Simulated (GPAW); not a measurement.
# N (Pa-3) in GPAW: reference runs

How does N come out in PBE? The cell is run as given.

All numbers are computed with GPAW 26.7.0; they aren't measurements. Logs are shortened: lines on timing, memory, paths and dates and some standing lists are left out, and cuts for length are marked. The log counts tension as positive stress, the text compression.

### 1 The structure

The structure is cubic, space group Pa-3 (No. 205). The conventional cell has a = 5.561 Å, b = 5.561 Å, c = 5.561 Å, α = 90.00°, β = 90.00°, γ = 90.00°. N (site symmetry 3) has 1 N at 1.11 Å as nearest neighbours.

### 2 Single point, PBE

Contents of run.py:

```python
from ase import Atoms
from ase.dft.bandgap import bandgap
from ase.io import write
from ase.units import Bohr, GPa
from gpaw import GPAW, PW
from gpaw.elf import elf_from_dft_calculation

atoms = Atoms(['N', 'N', 'N', 'N', 'N', 'N', 'N', 'N'],
              cell=[[5.56051766, 0.0, 0.0],
                    [0.0, 5.56051766, 0.0],
                    [0.0, 0.0, 5.56051766]],
              scaled_positions=[[0.05739733, 0.44260267, 0.55739733],
                                [0.44260267, 0.55739733, 0.05739733],
                                [0.55739733, 0.05739733, 0.44260267],
                                [0.94260267, 0.94260267, 0.94260267],
                                [0.94260267, 0.55739733, 0.44260267],
                                [0.55739733, 0.44260267, 0.94260267],
                                [0.44260267, 0.94260267, 0.55739733],
                                [0.05739733, 0.05739733, 0.05739733]],
              pbc=True)

calc = GPAW(mode=PW(800),
            xc='PBE',
            kpts={'size': (5, 5, 5), 'gamma': True},
            occupations={'name': 'fermi-dirac', 'width': 0.05},
            nbands=37,
            convergence={'density': 1e-05, 'energy': 1e-05},
            maxiter=150,
            txt='gpaw.txt')
atoms.calc = calc
energy = atoms.get_potential_energy()
forces = atoms.get_forces()
stress = atoms.get_stress()
calc.write('gs.gpw')
write('result.traj', atoms)
print(f'Energy: {energy:.6f} eV')
print('Forces (eV/A):')
print(forces.round(4))
print('Stress (GPa):', (stress / GPa).round(3))
print('Fermi level:', round(calc.get_fermi_level(), 4), 'eV')
print(f'Gap: {bandgap(calc)[0]:.4f} eV, direct: {bandgap(calc, direct=True)[0]:.4f} eV')

# fields on the real-space grid
write('density.cube', atoms, data=calc.get_pseudo_density() * Bohr**3)
write('potential.cube', atoms, data=calc.get_electrostatic_potential())
write('elf.cube', atoms, data=elf_from_dft_calculation(calc).data)
```

Potentials or basis: GPAW PAW data sets (gpaw-data 1.2.1), pw.

Command:

```console
$ OMP_NUM_THREADS=1 python run.py
```

gpaw.txt:

```text
__  _  _
 | _ |_)|_||  |
 |__||  | ||/\| - 26.7.0

Input parameters:
  mode=PW(ecut=800.0),
  convergence={'density': 1e-05, 'energy': 1e-05},
  kpts=MonkhorstPack(size=(5, 5, 5), gamma=True),
  maxiter=150,
  nbands=37,
  occupations=Occupations(name='fermi-dirac', width=0.05),
  xc=XC(name='PBE')

Diagonalizing LCAO Hamiltonian
Converting LCAO to pw mode
    .-------------.
   /|            N|
  / |     N       |
 *  |     N       |
 |  |             |
 | N|           N |
 |  |             |
 |  .----N--------.
 | /     N       /
 |N             /
 *-------------*

Atoms  # Å, Bohr magnetons
|   | symbol |        x |        y |        z |    initial magnetic moments |
|---|--------|----------|----------|----------|-----------------------------|
| 0 |      N | 0.319159 | 2.461100 | 3.099418 | ( 0.0000,  0.0000,  0.0000) |
| 1 |      N | 2.461100 | 3.099418 | 0.319159 | ( 0.0000,  0.0000,  0.0000) |
| 2 |      N | 3.099418 | 0.319159 | 2.461100 | ( 0.0000,  0.0000,  0.0000) |
| 3 |      N | 5.241359 | 5.241359 | 5.241359 | ( 0.0000,  0.0000,  0.0000) |
| 4 |      N | 5.241359 | 3.099418 | 2.461100 | ( 0.0000,  0.0000,  0.0000) |
| 5 |      N | 3.099418 | 2.461100 | 5.241359 | ( 0.0000,  0.0000,  0.0000) |
| 6 |      N | 2.461100 | 5.241359 | 3.099418 | ( 0.0000,  0.0000,  0.0000) |
| 7 |      N | 0.319159 | 0.319159 | 0.319159 | ( 0.0000,  0.0000,  0.0000) |

Unit cell  # Å
| periodic |        x |        y |        z |  lengths |    angles |
|----------|----------|----------|----------|----------|-----------|
|      yes | 5.560518 | 0.000000 | 0.000000 | 5.560518 | 90.000000 |
|      yes | 0.000000 | 5.560518 | 0.000000 | 5.560518 | 90.000000 |
|      yes | 0.000000 | 0.000000 | 5.560518 | 5.560518 | 90.000000 |

Number of symmetries: 6
Symmetry operations  # r_c * U_cc + t_c -> r_c
|   | kind |            matrix            |
|---|------|------------------------------|
| 0 |  E   |  1, 0, 0,  0, 1, 0,  0, 0, 1 |
| 1 |  C3  |  0, 1, 0,  0, 0, 1,  1, 0, 0 |
| 2 |  C3  |  0, 0, 1,  1, 0, 0,  0, 1, 0 |
| 3 |  S6  |  0, 0,-1, -1, 0, 0,  0,-1, 0 |
| 4 |  S6  |  0,-1, 0,  0, 0,-1, -1, 0, 0 |
| 5 |  i   | -1, 0, 0,  0,-1, 0,  0, 0,-1 |

BZ-sampling:
  Number of BZ points: 125
  Number of IBZ points: 23

  Monkhorst-Pack size: [5, 5, 5]
  Monkhorst-Pack shift: [0, 0, 0]

K-points  # in reciprocal-cell coordinates
|     |                                coordinates |     weight |
|-----|--------------------------------------------|------------|
|   0 | (  0.00000000,   0.00000000,   0.00000000) | 0.00800000 |
|   1 | (  0.20000000,   0.00000000,  -0.20000000) | 0.04800000 |
|   2 | (  0.20000000,   0.00000000,   0.00000000) | 0.04800000 |
|   3 | (  0.20000000,   0.20000000,  -0.20000000) | 0.04800000 |
|   4 | (  0.20000000,   0.20000000,   0.00000000) | 0.04800000 |
|   5 | (  0.20000000,   0.20000000,   0.20000000) | 0.01600000 |
|   6 | (  0.40000000,  -0.20000000,  -0.40000000) | 0.04800000 |
|   7 | (  0.40000000,  -0.20000000,  -0.20000000) | 0.04800000 |
|   8 | (  0.40000000,  -0.20000000,   0.00000000) | 0.04800000 |
|   9 | (  0.40000000,  -0.20000000,   0.20000000) | 0.04800000 |
| ... |                                            |            |
|  22 | (  0.40000000,   0.40000000,   0.40000000) | 0.01600000 |

Plane wave coefficients: 8854
Cutoff: 800.0 eV

Spin-components: 1 (collinear spins)
Bands:           37
Projectors:      40
Spin-degeneracy: 2
Datatype:        complex128

Parallelization:
  kpt:    1
  domain: 1
  band:   1

Density:
  Valence electrons: 40.0
  Components: 1
  Grid points: [40 40 40]
  Charge: 0.0  # |e|

Potential:
  Grid points: [40 40 40]

species:
  N:
    name:    Nitrogen
    Z:       7.0
    valence: 5
    core:    2
    charge:  0.0  # [|e|]
    compensation charges:
      type: gauss
      rc: 0.18  # [Å]
      lmax: 2
    cutoffs:
      filter: 1.11  # [Å]
      core: 0.96  # [Å]
    projectors
    | kind |    occ | energy [eV] | rcut [Å] |
    |------|--------|-------------|----------|
    |   2s |  2.000 |     -18.583 |    0.603 |
    |   2p |  3.000 |      -7.089 |    0.529 |
    |    s |        |       8.629 |    0.603 |
    |    p |        |      20.123 |    0.529 |
    |    d |        |       0.000 |    0.577 |

    Using partial waves for N as LCAO basis

Reference energy: -11853.772034  # eV

eigensolver:
  PPCG
  Converge bands: occupied
  niter=2

density mixing:
  MSR1-Mixer
  Pratt-step length: 0.05
  Maximum mixing coefficient: 0.75
  Old densities: 10
  SVD Regularization: 0.005
  Good broyden scale: 1.0
  Trust region scale: 1.0
  Backstep threshold: 4.0
  History deletion threshold: 6.0
  Fourier metric: weight=20.0, sigma=0.015

occupation numbers:
  Fermi-Dirac:
    width: 0.0500  # eV

poisson solver:
  ecut: 6400.0  # eV

xc functional:
  name: PBE with 2 nearest neighbor stencil

convergence criteria:
- Maximum integral of absolute [dens]ity change: 1e-05 electrons / valence electron
- Maximum [total energy] change in last 3 cyles: 1e-05 eV / valence electron
- Maximum integral of absolute [eigenst]ate change: 4e-08 eV^2 / valence electron
maximum number of iterations: 150

SCF iterations
|iter     | |      energy | eigst |  dens |
|---------|-|-------------|-------|-------|
|iter:   1| |  -70.038865 | +1.06 |       |
|iter:   2| |  -70.326229 | -0.96 | -0.90 |
|iter:   3| |  -68.139625 | -0.66 | -0.92 |
|iter:   4| |  -67.560922 | -1.66 | -1.29 |
|iter:   5| |  -67.544705 | -3.06 | -1.80 |
|iter:   6| |  -67.544677 | -4.71 | -2.83 |
|iter:   7| |  -67.544692c| -6.09 | -3.38 |
|iter:   8| |  -67.544692c| -7.64c| -4.41 |
|iter:   9| |  -67.544692c| -8.15c| -5.03c|

Converged in 9 steps
Energy contributions relative to reference atoms: (reference = -11853.772034)

Energy contributions:
  Kinetic:          71.088079
  Coulomb:         -89.569268
  Zero:              0.640135
  External:          0.000000
  Xc:              -49.703638
  Entropy:           0.000000
  Spinorbit:         0.000000
  ----------------------------
  Free energy:     -67.544692
  Extrapolated:    -67.544692

dipole moment: (0.000004, 0.000004, 0.000004)  # |e|*Ang

Fermi level: -2.996
Eigenvalues  # (at kpt = [0.000, 0.000, 0.000])
| band index |      eig [eV] | occ [0-2] |
|------------|---------------|-----------|
|          0 |       -23.848 |     2.000 |
|        ... |               |           |
|         12 |        -7.187 |     2.000 |
|         13 |        -6.995 |     2.000 |
|         14 |        -6.995 |     2.000 |
|         15 |        -6.995 |     2.000 |
|         16 |        -6.663 |     2.000 |
|         17 |        -5.728 |     2.000 |
[... 8 lines left out ...]
|         26 |         2.797 |     0.000 |
|         27 |         2.797 |     0.000 |
|        ... |               |           |
|         36 |         9.747 |     0.000 |

Gap: 7.286 eV
Transition (v -> c):
  (s=0, k=12, n=19, [0.40, 0.00, 0.00]) -> (s=0, k=0, n=20, [0.00, 0.00, 0.00])
Direct/indirect transitions are different
Direct gap: 7.313 eV
Transition at: (s=0, k=0, n=19, [0.00, 0.00, 0.00])

Forces  # eV/Ang
|        x |        y |        z |
|----------|----------|----------|
| -0.34678 |  0.34678 | -0.34678 |  # N    0
|  0.34678 | -0.34678 | -0.34678 |  # N    1
| -0.34678 | -0.34678 |  0.34678 |  # N    2
|  0.34678 |  0.34678 |  0.34678 |  # N    3
|  0.34678 | -0.34678 |  0.34678 |  # N    4
| -0.34678 |  0.34678 |  0.34678 |  # N    5
|  0.34678 |  0.34678 | -0.34678 |  # N    6
| -0.34678 | -0.34678 | -0.34678 |  # N    7

Stress tensor  # eV/Ang^3
|        x |        y |        z |
|----------|----------|----------|
| 0.004231 | 0.000000 | 0.000000 |
| 0.000000 | 0.004231 | 0.000000 |
| 0.000000 | 0.000000 | 0.004231 |

# Writing to gs.gpw (mode='')
```

It took 53 s on 1 thread of AMD EPYC 9R45 (Zen 5), shared host; peak memory 0.41 GiB.

Results:

- Free energy: -67.5447 eV
- Pressure: -0.7 GPa
- Largest force: 0.601 eV/Å
- Band gap on the k mesh: 7.29 eV, indirect (least direct gap 7.31 eV)

Forces on the atoms (eV/Å):
```
N   -0.347  0.347 -0.347
N    0.347 -0.347 -0.347
N   -0.347 -0.347  0.347
N    0.347  0.347  0.347
N    0.347 -0.347  0.347
N   -0.347  0.347  0.347
N    0.347  0.347 -0.347
N   -0.347 -0.347 -0.347
```

Levels at points of the mesh, in eV from the valence-band top:
```tsv
k point	band 16	band 17	band 18	band 19	band 20	band 21	band 22	band 23	band 24	band 25
(0.00, 0.00, 0.00)	-1.29	-0.96	-0.03	-0.03	-0.03	7.29	7.29	7.29	8.19	8.19
```

Caveat: an odd mesh through Γ misses points on the zone boundary, where band edges often lie.
